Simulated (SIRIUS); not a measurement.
Crystal: C.

```
CELL_PARAMETERS angstrom
4.25517 0.00000 0.00000
0.00000 4.25517 0.00000
0.00000 0.00000 1.28229
ATOMIC_POSITIONS crystal
C 0.50000 0.50000 0.50000
```

The cell was built by a generator and needn't be a form met in nature.

Base run:

| Item | Value |
| --- | --- |
| Program | SIRIUS 7.10.0 |
| Functional | HCTH407 |
| Potentials or basis | PseudoDojo 0.4.1 PBE standard (scalar relativistic) |
| Cutoff | 1127 eV |
| Density cutoff | 4507 eV |
| k mesh | 6 × 6 × 20 |
| Occupations | fermi-dirac, width 0.05 eV |
| Spin | no spin polarisation |

Its results: band gap on the k mesh none (metal or under the smearing width); pressure -2.7 GPa.

Task: The run is repeated on the same cell with these changes: functional from HCTH407 to AM05; libxc names from ["XC_GGA_XC_HCTH_407"] to ["XC_GGA_X_AM05", "XC_GGA_C_AM05"]. What comes out?

Result: Band gap on the k mesh none (metal or under the smearing width); pressure 0.0 GPa.

Caveats: the potentials were made for another functional, which shifts forces and pressure.

Not every run made on this cell is shown here.
